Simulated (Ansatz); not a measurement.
**SiC: what a change does to the field gradients**

Base: an entry of the Crystallography Open Database (COD), its atoms then relaxed with PBE in this cell.

```
Si C
1.0
     3.07600    0.00000    0.00000
    -1.53800    2.66389    0.00000
     0.00000    0.00000    5.04800
Si C
2 2
Direct
  0.33333 0.66667 0.00450
  0.66667 0.33333 0.50450
  0.33333 0.66667 0.38050
  0.66667 0.33333 0.88050
```

Atoms are numbered from 1 in the order listed; like atoms form one site, named after its first atom.

The numbers come from a DFT calculation in Ansatz (PBE, plane waves and PAW, scalar-relativistic, 420 eV cutoff, Γ-centred 16×16×9 k-points, Fermi–Dirac smearing 0.02 eV).

Gradients in 10²¹ V/m²:

```json
{"site": "Si", "atoms": "1, 2", "V_zz base": "0.34", "η base": "0.00", "V_zz variant": "0.048", "η variant": "0.00"}
{"site": "C", "atoms": "3, 4", "V_zz base": "0.20", "η base": "0.00", "V_zz variant": "-0.085", "η variant": "0.00"}
```

Q: Which change was made?
A. z compressed by 2 %, ions relaxed
B. z stretched by 3 %, ions relaxed
C. volume scaled by 0.98, ions relaxed
D. volume scaled by 1.06, ions relaxed

A: A. The largest change of V_zz is on Si, from 0.34 to 0.048. V_zz changes sign on C (same axis).

For the variant: At this changed cell the PBE pressure is 8 GPa.
